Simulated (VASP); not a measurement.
**WSe2: relaxation of cell and atoms with PBE**

WSe2:

```
W Se
1.0
     3.29000    0.00000    0.00000
    -1.64500    2.84922    0.00000
     0.00000    0.00000   12.97000
W Se
2 4
Direct
  0.33333 0.66667 0.25000
  0.66667 0.33333 0.75000
  0.33333 0.66667 0.62100
  0.66667 0.33333 0.12100
  0.33333 0.66667 0.87900
  0.66667 0.33333 0.37900
```

```json
{
 "Program": "VASP 6.6.1",
 "Task": "relaxation of cell and atoms",
 "Functional": "PBE",
 "Potentials or basis": "VASP PAW PBE potentials, release 64 (W_sv, Se)",
 "Cutoff": "600 eV",
 "k mesh": "9 × 9 × 2",
 "Occupations": "gaussian, width 0.03 eV",
 "Spin": "no spin polarisation",
 "Further INCAR settings": "ALGO = Normal; EDIFF = 1e-06; IBRION = 2; EDIFFG = -0.01; NSW = 90; ISIF = 3"
}
```

| Property | Result |
| --- | --- |
| Relaxed volume | 23.76 Å³/atom |
| Relaxed cell | a = 3.322 Å, b = 3.322 Å, c = 14.914 Å, α = 90.00°, β = 90.00°, γ = 120.00° |
| Space group after relaxing (to 0.05 Å) | P6_3/mmc (No. 194) |
| Energy gained by relaxing | 20.7 meV/atom |
| Ionic steps | 49 |
| Pressure after relaxing | 0.0 GPa |
| Band gap on the k mesh | 1.51 eV, indirect (least direct gap 1.52 eV) |

The path:
```csv
step,energy change (eV),largest force (eV/Å),pressure (GPa),volume (Å³)
1,0.0000,0.2173,4.05,121.58
3,-0.0397,0.2803,0.17,124.68
5,-0.0607,0.0470,-0.16,127.61
7,-0.0886,0.0001,0.27,129.33
9,-0.1121,0.1591,-0.42,134.24
11,-0.1140,0.1013,-0.22,134.37
13,-0.1147,0.0361,-0.79,138.21
15,-0.1180,0.0116,-0.09,136.47
17,-0.1192,0.0297,0.13,136.63
19,-0.1208,0.0624,-0.09,137.58
21,-0.1213,0.0400,-0.07,137.81
23,-0.1215,0.0114,-0.12,138.79
25,-0.1219,0.0149,0.09,138.36
27,-0.1221,0.0242,0.17,138.45
29,-0.1228,0.0073,0.17,139.13
31,-0.1228,0.0283,0.16,139.61
33,-0.1229,0.0170,0.17,139.35
35,-0.1233,0.0460,-0.09,140.02
37,-0.1233,0.0531,-0.14,140.19
39,-0.1238,0.0002,-0.04,140.85
41,-0.1238,0.0057,-0.02,140.92
43,-0.1241,0.0156,0.08,141.32
45,-0.1243,0.0261,0.17,142.02
47,-0.1245,0.0222,-0.07,142.96
49,-0.1245,0.0011,0.01,142.55
```

Final structure:
```
W Se
1.0
     3.32227    0.00000    0.00000
    -1.66114    2.87717    0.00000
     0.00000    0.00000   14.91354
W Se
2 4
Cartesian
  0.0000 1.9181 3.7284
  1.6611 0.9591 11.1852
  0.0000 1.9181 9.5049
  1.6611 0.9591 2.0481
  0.0000 1.9181 12.8654
  1.6611 0.9591 5.4086
```

Levels at points of the mesh, in eV from the valence-band top:
```
           k point  band 22  band 23  band 24  band 25  band 26  band 27  band 28  band 29  band 30  band 31
(0.00, 0.00, 0.00)    -1.26    -1.25    -1.25    -0.59    -0.07     2.86     2.86     2.87     2.87     3.01
(0.00, 0.00, 0.50)    -1.26    -1.26    -1.26    -0.26    -0.26     2.86     2.86     2.86     2.86     3.03
```

Wall time 16 min on 2 MPI ranks on Intel(R) Xeon(R) 6975P-C (Granite Rapids), with other jobs on the host, peak memory 0.36 GiB a rank.

Caveat: the volume moved by over 15 % at a fixed basis, so the end points are rough; spin-orbit coupling is left out, which moves the levels of the heavy elements; an odd mesh through Γ misses points on the zone boundary, where band edges often lie; this functional lacks dispersion, which binds the layers, so the pressure and a relaxed spacing across them are unreliable, and here the layers came unbound; the volume moved by +17 % from the deposited cell, more than functionals usually miss.
